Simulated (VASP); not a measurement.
# GaP (F-43m) in VASP: a series of runs

Runs on GaP. Level: PBEsol. Tasks: relaxation of cell and atoms.

All numbers are computed with VASP 6.6.1; they aren't measurements. Logs are shortened: lines on timing, memory, paths and dates and some standing lists are left out, and cuts for length are marked.

### 1 The structure

Symmetry: F-43m, No. 216, cubic system. The conventional cell has a = 5.451 Å, b = 5.451 Å, c = 5.451 Å, α = 90.00°, β = 90.00°, γ = 90.00°. Ga (site symmetry -43m) has 4 P at 2.36 Å as nearest neighbours. P (site symmetry -43m) has 4 Ga at 2.36 Å as nearest neighbours.

### 2 Relaxation of cell and atoms, PBEsol

INCAR reads:

```
  ALGO = Normal
  EDIFF = 1E-6
  EDIFFG = -0.01
  ENCUT = 600
  GGA = PS
  IBRION = 2
  ISIF = 3
  ISMEAR = 0
  LASPH = True
  LCHARG = False
  LREAL = False
  LWAVE = False
  NELM = 80
  NSW = 90
  PREC = Accurate
  SIGMA = 0.03
```

KPOINTS reads:

```
k-points
0
Gamma
  8 8 8
```

POSCAR reads:

```
GaP
1.0
    0.0000000000      2.7252500000      2.7252500000
    2.7252500000      0.0000000000      2.7252500000
    2.7252500000      2.7252500000      0.0000000000
Ga P
1 1
Direct
    0.0000000000      0.0000000000      0.0000000000
    0.2500000000      0.2500000000      0.2500000000
```

Potentials or basis: VASP PAW PBE potentials, release 64 (Ga_d, P).

Run with:

```bash
$ cat potpaw_PBE.64/Ga_d/POTCAR potpaw_PBE.64/P/POTCAR > POTCAR
$ mpirun -np 1 vasp_std > vasp.out
```

OUTCAR:

```text
EDIFF = 1E-6
   EDIFFG = -0.01
   ENCUT = 600
   GGA = PS
   IBRION = 2
   ISIF = 3
   ISMEAR = 0
   LASPH = True
   LREAL = False
   NELM = 80
   NSW = 90
   PREC = Accurate

 ion  position               nearest neighbor table
   1  0.000  0.000  0.000-   2 2.36   2 2.36   2 2.36   2 2.36
   2  0.250  0.250  0.250-   1 2.36   1 2.36   1 2.36   1 2.36

  LATTYP: Found a face centered cubic cell.
 ALAT       =     5.4505000000

  Lattice vectors:

 A1 = (   0.0000000000,   2.7252500000,   2.7252500000)
 A2 = (   2.7252500000,   0.0000000000,   2.7252500000)
 A3 = (   2.7252500000,   2.7252500000,   0.0000000000)

Analysis of symmetry for initial positions (statically):
=====================================================================
 Subroutine PRICEL returns:
 Original cell was already a primitive cell.

 Routine SETGRP: Setting up the symmetry group for a
 face centered cubic supercell.

 Subroutine GETGRP returns: Found 24 space group operations
 (whereof 24 operations were pure point group operations)
 out of a pool of 48 trial point group operations.

The static configuration has the point symmetry T_d .

Analysis of symmetry for dynamics (positions and initial velocities):
=====================================================================
 Subroutine PRICEL returns:
 Original cell was already a primitive cell.

 Routine SETGRP: Setting up the symmetry group for a
 face centered cubic supercell.

 Subroutine GETGRP returns: Found 24 space group operations
 (whereof 24 operations were pure point group operations)
 out of a pool of 48 trial point group operations.

The dynamic configuration has the point symmetry T_d .

 Subroutine INISYM returns: Found 24 space group operations
 (whereof 24 operations are pure point group operations),
 and found     1 'primitive' translations

----------------------------------------------------------------------------------------

                                     Primitive cell

  volume of cell :      40.4808

  direct lattice vectors                    reciprocal lattice vectors
     0.000000000  2.725250000  2.725250000    -0.183469406  0.183469406  0.183469406
     2.725250000  0.000000000  2.725250000     0.183469406 -0.183469406  0.183469406
     2.725250000  2.725250000  0.000000000     0.183469406  0.183469406 -0.183469406

  length of vectors
     3.854085511  3.854085511  3.854085511     0.317778334  0.317778334  0.317778334

  position of ions in fractional coordinates (direct lattice)
     0.000000000  0.000000000  0.000000000
     0.250000000  0.250000000  0.250000000

  ion indices of the primitive-cell ions
   primitive index   ion index
                 1           1
                 2           2

----------------------------------------------------------------------------------------

 KPOINTS: k-points

Automatic generation of k-mesh.
 Grid dimensions read from file:
 generate k-points for:    8    8    8

 Generating k-lattice:

  Cartesian coordinates                     Fractional coordinates (reciprocal lattice)
    -0.022933676  0.022933676  0.022933676     0.125000000  0.000000000  0.000000000
     0.022933676 -0.022933676  0.022933676     0.000000000  0.125000000  0.000000000
     0.022933676  0.022933676 -0.022933676     0.000000000  0.000000000  0.125000000

  Length of vectors
     0.039722292  0.039722292  0.039722292

  Shift w.r.t. Gamma in fractional coordinates (k-lattice)
     0.000000000  0.000000000  0.000000000

 Subroutine IBZKPT returns following result:
 ===========================================

 Found     29 irreducible k-points:

 Following reciprocal coordinates:
            Coordinates               Weight
  0.000000  0.000000  0.000000      1.000000
  0.125000  0.000000  0.000000      8.000000
  0.250000  0.000000  0.000000      8.000000
  0.375000  0.000000  0.000000      8.000000
  0.500000  0.000000  0.000000      4.000000
  0.125000  0.125000  0.000000      6.000000
[... 16 lines left out ...]
  0.500000  0.250000  0.125000     48.000000
 -0.375000  0.250000  0.125000     24.000000
 [... further k-points ...]
   k-points           NKPTS =     29   k-points in BZ     NKDIM =     29   number of bands    NBANDS=     13
   number of dos      NEDOS =    301   number of ions     NIONS =      2
   total plane-waves  NPLWV =  32768
   dimension x,y,z NGX =    32 NGY =   32 NGZ =   32
   dimension x,y,z NGXF=    64 NGYF=   64 NGZF=   64
   ions per type =               1   1
   NGX,Y,Z   is equivalent  to a cutoff of  13.80, 13.80, 13.80 a.u.
   NGXF,Y,Z  is equivalent  to a cutoff of  27.61, 27.61, 27.61 a.u.
 SYSTEM =  unknown system
   PREC   = accura    normal or accurate (medium, high low for compatibility)
   ISTART =      0    job   : 0-new  1-cont  2-samecut
   ICHARG =      2    charge: 1-file 2-atom 10-const
   ISPIN  =      1    spin polarized calculation?
   LNONCOLLINEAR =      F non collinear calculations
   LSORBIT =      F    spin-orbit coupling
   LASPH  =      T    aspherical Exc in radial PAW
   ENCUT  =  600.0 eV  44.10 Ry    6.64 a.u.   7.70  7.70  7.70*2*pi/ulx,y,z
   NELM   =     80;   NELMIN=  2; NELMDL= -5     # of ELM steps
   EDIFF  = 0.1E-05   stopping-criterion for ELM
   LREAL  =      F    real-space projection
   EDIFFG = -.1E-01   stopping-criterion for IOM
   NSW    =     90    number of steps for IOM
   IBRION =      2    ionic relax: 0-MD 1-quasi-New 2-CG
   NFREE  =      1    steps in history (QN), initial steepest desc. (CG)
   ISIF   =      3    stress and relaxation
   ISYM   =      2    0-nonsym 1-usesym 2-fastsym
   POTIM  = 0.5000    time-step for ionic-motion
   TEBEG  =    0.0;   TEEND  =   0.0 temperature during run
   PSTRESS=    0.0 pullay stress
   NELECT =      18.0000    total number of electrons
   NUPDOWN=      -1.0000    fix difference up-down
   EMIN   =  10.00;   EMAX   =-10.00  energy-range for DOS
   EFERMI =   0.00;   METHOD = LEGACY
   ISMEAR =     0;   SIGMA  =   0.03  broadening in eV -4-tet -1-fermi 0-gaus
   EFERMI_NEDOS =   21; number of points for ismear=-14 and -15
   IALGO  =     38    algorithm
   IMIX   =      4    mixing-type and parameters
     AMIX     =   0.40;   BMIX     =  1.00
     AMIX_MAG =   1.60;   BMIX_MAG =  1.00
  volume/ion in A,a.u.               =      20.24       136.59
  Fermi-wavevector in a.u.,A,eV,Ry     =   1.249538  2.361284 21.243377  1.561344
  Thomas-Fermi vector in A             =   2.383574
   LORBIT       =      0    0 simple, 1 ext, 2 COOP (PROOUT), +10 PAW based schemes
   GGA     = PS    functional components
   LHFCALC =     F    Hartree Fock is set to
   AEXX    =    0.0000 exact exchange contribution
   IVDW    =     0    specifies the selected vdW correction
   LEPSILON=     F    determine dielectric tensor
   LRPA    =     F    only Hartree local field effects (RPA)
 conjugate gradient relaxation of ions
 non-spin polarized calculation
 Gauss-broadening in eV      SIGMA  =   0.03
  energy-cutoff  :      600.00
  volume of cell :       40.48
 maximum number of plane-waves:      1365
   NGX = 15   NGY = 15   NGZ = 15

--------------------------------------- Ionic step        1  -------------------------------------------

 number of electron      18.0000003 magnetization

 Free energy of the ion-electron system (eV)
  ---------------------------------------------------
  ext. energy  EPLUGINS =         0.00000000
  ---------------------------------------------------
  free energy    TOTEN  =        -9.92055553 eV

  energy without entropy =       -9.92055553  energy(sigma->0) =       -9.92055553

------------------------ aborting loop because EDIFF is reached ----------------------------------------

  FORCE on cell =-STRESS in cart. coord.  units (eV):
  Direction    XX          YY          ZZ          XY          YZ          ZX
  --------------------------------------------------------------------------------------
  -------------------------------------------------------------------------------------
  Total       -0.1619797     -0.1619797     -0.1619797      0.0000000      0.0000000      0.0000000
  in kB       -6.4109476     -6.4109476     -6.4109476      0.0000000      0.0000000      0.0000000
  external PRESSURE =      -6.4109476 kB  Pullay stress =       0.0000000 kB

 VOLUME and BASIS-vectors are now :
 -----------------------------------------------------------------------------
  energy-cutoff  :      600.00
  volume of cell :       40.48
      direct lattice vectors                 reciprocal lattice vectors
     0.000000000  2.725250000  2.725250000    -0.183469406  0.183469406  0.183469406
     2.725250000  0.000000000  2.725250000     0.183469406 -0.183469406  0.183469406
     2.725250000  2.725250000  0.000000000     0.183469406  0.183469406 -0.183469406
[... 37 lines left out ...]
 POSITION                                       TOTAL-FORCE (eV/Angst)
 -----------------------------------------------------------------------------------
      5.42920      5.42920      5.42920         0.000000      0.000000     -0.000000
      1.35730      1.35730      1.35730        -0.000000     -0.000000      0.000000
 -----------------------------------------------------------------------------------
    total drift:                                0.000001      0.000001      0.000001

  FREE ENERGIE OF THE ION-ELECTRON SYSTEM (eV)
  ---------------------------------------------------
  free  energy   TOTEN  =        -9.9209680998 eV

  energy  without entropy=       -9.9209680998  energy(sigma->0) =       -9.92096810

--------------------------------------- Ionic step        3  -------------------------------------------

 number of electron      18.0000006 magnetization

 Free energy of the ion-electron system (eV)
  ---------------------------------------------------
  ext. energy  EPLUGINS =         0.00000000
  ---------------------------------------------------
  free energy    TOTEN  =        -9.92115721 eV

  energy without entropy =       -9.92115721  energy(sigma->0) =       -9.92115721

 E-fermi :   4.8414     XC(G=0): -10.0553

 val. band max:        4.6457692646   @ k =   0.0000   0.0000   0.0000
 cond. band min:       6.1468775491   @ k =   0.5000   0.5000   0.0000
 fundamental gap:      1.5011082846
 Fermi energy:         4.8414271942

 k-point     1 :       0.0000    0.0000    0.0000
  band No.  band energies     occupation
      1      -9.9088      2.00000
      2      -9.9088      2.00000
      3      -9.9088      2.00000
      4      -9.8057      2.00000
      5      -9.8057      2.00000
      6      -7.9354      2.00000
      7       4.6458      2.00000
      8       4.6458      2.00000
      9       4.6458      2.00000
     10       6.4582      0.00000
     11       8.4705      0.00000
     12       8.4705      0.00000
     13       8.4705      0.00000

 k-point     2 :       0.1250    0.0000    0.0000
  band No.  band energies     occupation
      1      -9.9232      2.00000
      2      -9.9039      2.00000
      3      -9.9039      2.00000
      4      -9.8058      2.00000
      5      -9.8058      2.00000
      6      -7.7295      2.00000
      7       2.9918      2.00000
      8       4.4094      2.00000
      9       4.4094      2.00000
     10       7.0702      0.00000
     11       8.8277      0.00000
[... 339 lines left out ...]
 k-point    24 :      -0.3750    0.2500    0.1250
  band No.  band energies     occupation
      1     -10.0000      2.00000
      2      -9.8770      2.00000
      3      -9.8643      2.00000
      4      -9.8113      2.00000
      5      -9.7982      2.00000
      6      -5.4051      2.00000
      7      -1.8637      2.00000
      8       1.3771      2.00000
      9       2.6631      2.00000
     10       8.0610      0.00000
     11       8.8339      0.00000
     12      11.0770      0.00000
     13      12.5057      0.00000

 [... further k-points ...]

------------------------ aborting loop because EDIFF is reached ----------------------------------------

  FORCE on cell =-STRESS in cart. coord.  units (eV):
  Direction    XX          YY          ZZ          XY          YZ          ZX
  --------------------------------------------------------------------------------------
  -------------------------------------------------------------------------------------
  Total       -0.0082516     -0.0082516     -0.0082516     -0.0000000      0.0000000      0.0000000
  in kB       -0.3290549     -0.3290549     -0.3290549     -0.0000000      0.0000000      0.0000000
  external PRESSURE =      -0.3290549 kB  Pullay stress =       0.0000000 kB

 VOLUME and BASIS-vectors are now :
 -----------------------------------------------------------------------------
  energy-cutoff  :      600.00
  volume of cell :       40.18
      direct lattice vectors                 reciprocal lattice vectors
     0.000000000  2.718416302  2.718416302    -0.183930622  0.183930622  0.183930622
     2.718416302 -0.000000000  2.718416302     0.183930622 -0.183930622  0.183930622
     2.718416302  2.718416302  0.000000000     0.183930622  0.183930622 -0.183930622

 POSITION                                       TOTAL-FORCE (eV/Angst)
 -----------------------------------------------------------------------------------
      0.00000      0.00000      0.00000        -0.000000     -0.000000     -0.000000
      1.35921      1.35921      1.35921         0.000000      0.000000      0.000000
 -----------------------------------------------------------------------------------
    total drift:                                0.000001      0.000001      0.000001

  FREE ENERGIE OF THE ION-ELECTRON SYSTEM (eV)
  ---------------------------------------------------
  free  energy   TOTEN  =        -9.9211572072 eV

  energy  without entropy=       -9.9211572072  energy(sigma->0) =       -9.92115721

 reached required accuracy - stopping structural energy minimisation
```

It took 32 s on 1 thread of AMD EPYC 7R13 (Zen 3), shared host; peak memory 0.16 GiB.

What came out:

```yaml
Free_energy: -9.9212 eV
Relaxed_volume: 20.09 Å³/atom
Relaxed_cell: a = 3.844 Å, b = 3.844 Å, c = 3.844 Å, α = 60.00°, β = 60.00°, γ = 60.00°
Space_group_after_relaxing_to_0.05_Å: F-43m (No. 216)
Energy_gained_by_relaxing: 0.3 meV/atom
Ionic_steps: 3
Pressure_after_relaxing: 0.0 GPa
Band_gap_on_the_k_mesh: 1.50 eV, indirect (least direct gap 1.81 eV)
```

Step by step:
| step | energy change (eV) | largest force (eV/Å) | pressure (GPa) | volume (Å³) |
| --- | --- | --- | --- | --- |
| 1 | 0.0000 | 0.0000 | -0.64 | 40.48 |
| 2 | -0.0004 | 0.0000 | 0.43 | 40.01 |
| 3 | -0.0006 | 0.0000 | -0.03 | 40.18 |

Final structure:
```cif
data_structure
_symmetry_space_group_name_H-M 'P 1'
_symmetry_Int_Tables_number 1
_cell_length_a 3.8444
_cell_length_b 3.8444
_cell_length_c 3.8444
_cell_angle_alpha 60.000
_cell_angle_beta 60.000
_cell_angle_gamma 60.000
_cell_volume 40.18
loop_
_atom_site_label
_atom_site_type_symbol
_atom_site_fract_x
_atom_site_fract_y
_atom_site_fract_z
_atom_site_occupancy
Ga1 Ga 0.00000 0.00000 0.00000 1
P1 P 0.25000 0.25000 0.25000 1
```

Caveat: the PAW data sets were made with another functional, which shifts forces and pressure a little.

(Continued in part 2 of 2.)
